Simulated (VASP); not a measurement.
## BAs: single point with PBE

The system is BAs.

```xyz
2
Lattice="0.0000 2.3885 2.3885 2.3885 0.0000 2.3885 2.3885 2.3885 0.0000" Properties=species:S:1:pos:R:3 pbc="T T T"
As    3.5827    3.5827    3.5827
B     0.0000    0.0000    0.0000
```

```
Program             : VASP 6.6.1
Task                : single point
Functional          : PBE
Potentials or basis : VASP PAW PBE potentials, release 64 (As, B)
Cutoff              : 520 eV
k mesh              : 10 × 10 × 10
Occupations         : gaussian, width 0.02 eV
Spin                : no spin polarisation
```

```json
{
  "Pressure": "3.4 GPa",
  "Band gap on the k mesh": "1.18 eV, indirect (least direct gap 3.28 eV)"
}
```

Levels at points of the mesh, in eV from the valence-band top:
```tsv
k point	band 2	band 3	band 4	band 5	band 6	band 7
(0.00, 0.00, 0.00)	0.00	0.00	0.00	3.28	3.28	3.28
(0.50, 0.00, 0.00)	-8.79	-1.82	-1.82	2.69	4.78	4.78
(0.50, 0.50, 0.00)	-8.53	-4.08	-4.08	1.43	1.44	11.37
```

Wall time 16 s on 1 thread of AMD EPYC 7R43 64-Core Processor (Zen 3) (shared host), peak memory 0.12 GiB.

A k mesh can miss the band edges.
